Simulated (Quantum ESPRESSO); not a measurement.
# Sb (Fm-3m) in Quantum ESPRESSO: reference runs

Reference runs on Sb: the cell as given and a disturbed copy.

Program: Quantum ESPRESSO 7.5. These are calculated values, not measurements. Logs are shortened: lines on timing, memory, paths and dates and some standing lists are left out, and cuts for length are marked.

## Step 1: Starting point

It takes space group Fm-3m (No. 225, cubic). The conventional cell has a = 4.742 Å, b = 4.742 Å, c = 4.742 Å, α = 90.00°, β = 90.00°, γ = 90.00°. Sb (site symmetry m-3m) is surrounded by 12 Sb at 3.35 Å.

This isn't the form of Sb at room conditions, which is rhombohedral.

## Step 2: Single point, PBEsol

Contents of pw.in:

```
&CONTROL
  calculation = 'scf'
  prefix = 'pwscf'
  outdir = './tmp'
  pseudo_dir = './pseudo'
  tprnfor = .true.
  tstress = .true.
  disk_io = 'low'
/
&SYSTEM
  ibrav = 0
  nat = 1
  ntyp = 1
  ecutwfc = 45
  ecutrho = 360
  nbnd = 13
  occupations = 'smearing'
  smearing = 'fd'
  degauss = 0.00367493
/
&ELECTRONS
  conv_thr = 2d-10
  electron_maxstep = 120
  mixing_beta = 0.5
/
ATOMIC_SPECIES
Sb   121.7600 sb_pbesol_v1.4.uspp.F.UPF
CELL_PARAMETERS angstrom
   0.0000000000    2.3712425216    2.3712425216
   2.3712425216    0.0000000000    2.3712425216
   2.3712425216    2.3712425216    0.0000000000
ATOMIC_POSITIONS crystal
Sb     0.0000000000    0.0000000000    0.0000000000
K_POINTS automatic
10 10 10 0 0 0
```

Contents of pp_density.in:

```
&INPUTPP
  prefix = 'pwscf'
  outdir = './tmp'
  filplot = 'density.dat'
  plot_num = 0
/
&PLOT
  nfile = 1
  filepp(1) = 'density.dat'
  iflag = 3
  output_format = 6
  fileout = 'density.cube'
/
```

Contents of pp_potential.in:

```
&INPUTPP
  prefix = 'pwscf'
  outdir = './tmp'
  filplot = 'potential.dat'
  plot_num = 11
/
&PLOT
  nfile = 1
  filepp(1) = 'potential.dat'
  iflag = 3
  output_format = 6
  fileout = 'potential.cube'
/
```

Potentials or basis: GBRV 1.5 PBEsol.

Command:

```bash
$ OMP_NUM_THREADS=1 mpirun -n 2 pw.x -nk 2 -in pw.in > pw.out
$ OMP_NUM_THREADS=1 mpirun -n 1 pp.x -in pp_density.in > pp_density.out
$ OMP_NUM_THREADS=1 mpirun -n 1 pp.x -in pp_potential.in > pp_potential.out
```

pw.out:

```text
This program is part of the open-source Quantum ESPRESSO suite
     for quantum simulation of materials; please cite
         "P. Giannozzi et al., J. Phys.:Condens. Matter 21 395502 (2009);
         "P. Giannozzi et al., J. Phys.:Condens. Matter 29 465901 (2017);
         "P. Giannozzi et al., J. Chem. Phys. 152 154105 (2020);
     in publications or presentations arising from this work. More details at

     Message from routine setup:
     using ibrav=0 with symmetry is DISCOURAGED, use correct ibrav instead

     K-points division:     npool     =       2
     Subspace diagonalization in iterative solution of the eigenvalue problem:
     a serial algorithm will be used

     G-vector sticks info
     --------------------
     sticks:   dense  smooth     PW     G-vecs:    dense   smooth      PW
     Sum        1003     499    163                20827     7391    1363

     Using Slab Decomposition

     bravais-lattice index     =            0
     lattice parameter (alat)  =       6.3371  a.u.
     unit-cell volume          =     179.9511 (a.u.)^3
     number of atoms/cell      =            1
     number of atomic types    =            1
     number of electrons       =        15.00
     number of Kohn-Sham states=           13
     kinetic-energy cutoff     =      45.0000  Ry
     charge density cutoff     =     360.0000  Ry
     scf convergence threshold =      2.0E-10
     mixing beta               =       0.5000
     number of iterations used =            8  plain     mixing
     Exchange-correlation= SLA  PW   PSX  PSC
                           (   1   4  10   8   0   0   0)

     celldm(1)=   6.337089  celldm(2)=   0.000000  celldm(3)=   0.000000
     celldm(4)=   0.000000  celldm(5)=   0.000000  celldm(6)=   0.000000

     crystal axes: (cart. coord. in units of alat)
               a(1) = (   0.000000   0.707107   0.707107 )
               a(2) = (   0.707107   0.000000   0.707107 )
               a(3) = (   0.707107   0.707107   0.000000 )

     reciprocal axes: (cart. coord. in units 2 pi/alat)
               b(1) = ( -0.707107  0.707107  0.707107 )
               b(2) = (  0.707107 -0.707107  0.707107 )
               b(3) = (  0.707107  0.707107 -0.707107 )

     PseudoPot. # 1 for Sb read from file:
     sb_pbesol_v1.4.uspp.F.UPF
     Pseudo is Ultrasoft + core correction, Zval = 15.0
     Generated by new atomic code, or converted to UPF format
     Using radial grid of  891 points,  6 beta functions with:
                l(1) =   0
                l(2) =   0
                l(3) =   1
                l(4) =   1
                l(5) =   2
                l(6) =   2
     Q(r) pseudized with  8 coefficients,  rinner =    1.350   1.350   1.350
                                                       1.350   1.350

     atomic species   valence    mass     pseudopotential
     Sb               15.00   121.76000     Sb( 1.00)

     48 Sym. Ops., with inversion, found

   Cartesian axes

     site n.     atom                  positions (alat units)
         1        Sb     tau(   1) = (   0.0000000   0.0000000   0.0000000  )

     number of k points=    47  Fermi-Dirac smearing, width (Ry)=  0.0037
                       cart. coord. in units 2pi/alat
        k(    1) = (   0.0000000   0.0000000   0.0000000), wk =   0.0020000
        k(    2) = (   0.0707107   0.0707107  -0.0707107), wk =   0.0160000
        k(    3) = (   0.1414214   0.1414214  -0.1414214), wk =   0.0160000
        k(    4) = (   0.2121320   0.2121320  -0.2121320), wk =   0.0160000
        k(    5) = (   0.2828427   0.2828427  -0.2828427), wk =   0.0160000
        k(    6) = (  -0.3535534  -0.3535534   0.3535534), wk =   0.0080000
[... 39 lines left out ...]
        k(   46) = (  -0.0707107  -0.3535534   0.6363961), wk =   0.0480000
        k(   47) = (  -0.7071068   0.2828427   0.0000000), wk =   0.0240000

     Dense  grid:    20827 G-vectors     FFT dimensions: (  40,  40,  40)

     Smooth grid:     7391 G-vectors     FFT dimensions: (  27,  27,  27)

     Check: negative core charge=   -0.000003

     Initial potential from superposition of free atoms

     starting charge      14.0000, renormalised to      15.0000
     Starting wfcs are    9 randomized atomic wfcs +    4 random wfcs

     Self-consistent Calculation

     iteration #  1     ecut=    45.00 Ry     beta= 0.50
     Davidson diagonalization with overlap
     ethr =  1.00E-02,  avg # of iterations =  5.4

     total energy              =    -184.38069313 Ry
     estimated scf accuracy    <       1.01098963 Ry

     iteration #  2     ecut=    45.00 Ry     beta= 0.50
     Davidson diagonalization with overlap
     ethr =  6.74E-03,  avg # of iterations =  2.0

     total energy              =    -184.58013176 Ry
     estimated scf accuracy    <       0.01200667 Ry

     iteration #  3     ecut=    45.00 Ry     beta= 0.50
     Davidson diagonalization with overlap
     ethr =  8.00E-05,  avg # of iterations =  3.4

     total energy              =    -184.58090887 Ry
     estimated scf accuracy    <       0.00133392 Ry

     iteration #  4     ecut=    45.00 Ry     beta= 0.50
     Davidson diagonalization with overlap
     ethr =  8.89E-06,  avg # of iterations =  2.7

     total energy              =    -184.58101573 Ry
     estimated scf accuracy    <       0.00000674 Ry

     iteration #  5     ecut=    45.00 Ry     beta= 0.50
     Davidson diagonalization with overlap
     ethr =  4.50E-08,  avg # of iterations =  3.0

     total energy              =    -184.58101933 Ry
     estimated scf accuracy    <       0.00000065 Ry

     iteration #  6     ecut=    45.00 Ry     beta= 0.50
     Davidson diagonalization with overlap
     ethr =  4.34E-09,  avg # of iterations =  2.0

     total energy              =    -184.58101941 Ry
     estimated scf accuracy    <          6.8E-09 Ry

     iteration #  7     ecut=    45.00 Ry     beta= 0.50
     Davidson diagonalization with overlap
     ethr =  4.52E-11,  avg # of iterations =  2.5

     total energy              =    -184.58101941 Ry
     estimated scf accuracy    <          4.1E-09 Ry

     iteration #  8     ecut=    45.00 Ry     beta= 0.50
     Davidson diagonalization with overlap
     ethr =  2.76E-11,  avg # of iterations =  2.0

     End of self-consistent calculation

          k = 0.0000 0.0000 0.0000 (   941 PWs)   bands (ev):

   -17.3985 -17.3985 -17.3985 -17.3589 -17.3589  -1.1684  17.2245  17.2245
    17.2245  22.3096  22.4133  22.4133  22.4133

          k = 0.0707 0.0707-0.0707 (   917 PWs)   bands (ev):

   -17.3974 -17.3943 -17.3943 -17.3584 -17.3584  -0.9689  15.5123  16.9738
    16.9738  21.0565  22.8608  22.8608  24.3314

          k = 0.1414 0.1414-0.1414 (   917 PWs)   bands (ev):

   -17.3949 -17.3880 -17.3880 -17.3529 -17.3529  -0.3744  12.5233  16.4528
    16.4528  20.4804  23.2046  23.2046  24.3779

          k = 0.2121 0.2121-0.2121 (   920 PWs)   bands (ev):

   -17.3920 -17.3885 -17.3885 -17.3378 -17.3378   0.5923   9.6275  15.9615
    15.9615  20.2214  22.3258  22.3258  23.0490

          k = 0.2828 0.2828-0.2828 (   911 PWs)   bands (ev):

   -17.3919 -17.3919 -17.3898 -17.3225 -17.3225   1.8230   7.1939  15.6362
    15.6362  20.2143  21.6209  21.6209  22.0537

          k =-0.3536-0.3536 0.3536 (   912 PWs)   bands (ev):

   -17.3935 -17.3935 -17.3892 -17.3163 -17.3163   2.6463   5.9641  15.5240
    15.5240  20.2849  21.3748  21.3748  21.6456

          k = 0.1414-0.0000 0.0000 (   925 PWs)   bands (ev):
[... 99 lines left out ...]
          k =-0.0000-0.4243 0.4243 (   915 PWs)   bands (ev):

   -17.4007 -17.3590 -17.3517 -17.3444 -17.3362   3.1572   8.4748   9.1656
    14.2764  18.1189  25.4393  25.5915  26.2650

          k = 0.5657-0.0000 0.0000 (   914 PWs)   bands (ev):

   -17.4349 -17.3999 -17.3241 -17.3148 -17.3148   2.9228   8.6135  12.5209
    12.5209  16.4067  16.7680  31.1095  31.1099

          k =-0.0707-0.6364 0.6364 (   925 PWs)   bands (ev):

   -17.4320 -17.4003 -17.3251 -17.3125 -17.3093   3.8759   7.5396  11.2099
    12.4408  16.4205  17.8546  30.0156  30.6665

          k = 0.0000-0.5657 0.5657 (   922 PWs)   bands (ev):

   -17.4203 -17.3890 -17.3311 -17.3229 -17.3141   4.3426   7.4575   9.4459
    12.7725  16.7129  20.4996  29.0350  29.2851

          k =-0.7071 0.0000 0.0000 (   934 PWs)   bands (ev):

   -17.4389 -17.4049 -17.3205 -17.3059 -17.3059   4.2857   6.8732  12.2330
    12.2330  16.0232  16.5404  32.0581  32.7523

          k = 0.2828 0.1414 0.0000 (   922 PWs)   bands (ev):

   -17.4038 -17.3799 -17.3680 -17.3656 -17.3390   0.1515  12.3880  13.5474
    15.9502  20.1817  20.7734  24.0121  25.1313

          k = 0.3536 0.2121-0.0707 (   920 PWs)   bands (ev):

   -17.3985 -17.3838 -17.3686 -17.3505 -17.3273   1.1074   9.9994  12.7130
    15.1711  19.9101  21.5661  23.2743  25.2054

          k =-0.2828-0.4243 0.5657 (   909 PWs)   bands (ev):

   -17.3944 -17.3855 -17.3691 -17.3369 -17.3201   2.3126   7.6885  12.5037
    14.3827  19.6014  21.5650  24.2927  25.6701

          k =-0.2121-0.3536 0.4950 (   916 PWs)   bands (ev):

   -17.3942 -17.3855 -17.3679 -17.3319 -17.3181   3.1016   6.5163  12.4875
    14.0494  19.5237  21.3359  24.6924  26.4968

          k = 0.4243 0.1414-0.0000 (   919 PWs)   bands (ev):

   -17.4144 -17.3851 -17.3545 -17.3390 -17.3251   1.4380  10.6110  12.2226
    13.6014  18.8536  19.0635  25.3004  28.4034

          k =-0.2121-0.4950 0.6364 (   916 PWs)   bands (ev):

   -17.4066 -17.3848 -17.3559 -17.3320 -17.3186   2.5558   8.7899  11.2385
    12.8302  18.7441  21.0650  24.2088  28.3900

          k =-0.1414-0.4243 0.5657 (   919 PWs)   bands (ev):
[... 9 lines left out ...]
          k = 0.0000-0.2828 0.4243 (   915 PWs)   bands (ev):

   -17.3891 -17.3873 -17.3614 -17.3403 -17.3284   2.1345   9.3511  10.5226
    14.1741  20.1237  22.1657  22.8979  27.1104

          k =-0.1414-0.5657 0.7071 (   921 PWs)   bands (ev):

   -17.4231 -17.3948 -17.3367 -17.3180 -17.3150   3.1133   8.6117  11.3899
    11.8929  17.8691  18.3701  27.0471  31.2532

          k =-0.0707-0.4950 0.6364 (   918 PWs)   bands (ev):

   -17.4120 -17.3879 -17.3403 -17.3288 -17.3103   4.0741   7.8356   9.7673
    11.7719  18.2086  20.6682  26.0468  28.4277

          k =-0.0000-0.4243 0.5657 (   918 PWs)   bands (ev):

   -17.4024 -17.3682 -17.3526 -17.3414 -17.3160   4.1265   8.3160   8.4884
    12.3057  18.7056  23.5667  25.2282  25.6262

          k =-0.7071 0.1414 0.0000 (   926 PWs)   bands (ev):

   -17.4264 -17.3989 -17.3260 -17.3189 -17.3059   4.3614   7.1660  11.1069
    11.3751  17.5617  18.1375  29.1289  29.3136

          k =-0.1414-0.4243 0.7071 (   918 PWs)   bands (ev):

   -17.3917 -17.3873 -17.3573 -17.3327 -17.3156   3.6079   8.4557   9.6844
    11.6199  20.4122  21.4926  23.3488  27.7529

          k =-0.0707-0.3536 0.6364 (   920 PWs)   bands (ev):

   -17.3890 -17.3754 -17.3634 -17.3413 -17.3105   4.2158   8.0393   9.2401
    11.1365  20.6581  22.5526  23.9976  25.0758

          k =-0.7071 0.2828 0.0000 (   912 PWs)   bands (ev):

   -17.3936 -17.3864 -17.3526 -17.3376 -17.3058   4.4953   8.0277   9.4001
    10.4483  20.4191  21.2610  24.9997  25.3575

     the Fermi energy is    11.8200 ev

!    total energy              =    -184.58101941 Ry
     estimated scf accuracy    <          2.0E-11 Ry
     smearing contrib. (-TS)   =      -0.00048559 Ry
     internal energy E=F+TS    =    -184.58053382 Ry

     The total energy is F=E-TS. E is the sum of the following terms:
     one-electron contribution =     -70.34766139 Ry
     hartree contribution      =      44.45184628 Ry
     xc contribution           =     -43.57712995 Ry
     ewald contribution        =    -115.10758876 Ry

     convergence has been achieved in   8 iterations

     Forces acting on atoms (cartesian axes, Ry/au):

     atom    1 type  1   force =     0.00000000    0.00000000    0.00000000

     Total force =     0.000000     Total SCF correction =     0.000000

     Computing stress (Cartesian axis) and pressure

          total   stress  (Ry/bohr**3)                   (kbar)     P=      -13.40
  -0.00009109  -0.00000000   0.00000000          -13.40       -0.00        0.00
  -0.00000000  -0.00009109  -0.00000000           -0.00      -13.40       -0.00
   0.00000000  -0.00000000  -0.00009109            0.00       -0.00      -13.40

=------------------------------------------------------------------------------=
   JOB DONE.
=------------------------------------------------------------------------------=
```

Run time: 7.1 s. Hardware: 2 MPI ranks of Intel Xeon 6975P-C (Granite Rapids), shared host; peak memory 0.18 GiB.

What came out:

- Free energy: -2511.3527 eV
- Pressure: -1.3 GPa
- Band gap on the k mesh: none (metal or under the smearing width)

Levels at points of the mesh, in eV from the Fermi level:
```csv
k point,band 5,band 6,band 7,band 8,band 9,band 10
"(0.00, 0.00, 0.00)",-29.18,-12.99,5.40,5.40,5.40,10.49
"(0.00, 0.00, -0.50)",-29.14,-9.17,-5.86,3.70,3.70,8.46
"(0.00, -0.50, -0.50)",-29.13,-7.53,-4.95,0.41,0.41,4.20
```

Spin-orbit coupling is left out, which matters for the levels of Sb.

[end of part 1 of 2]
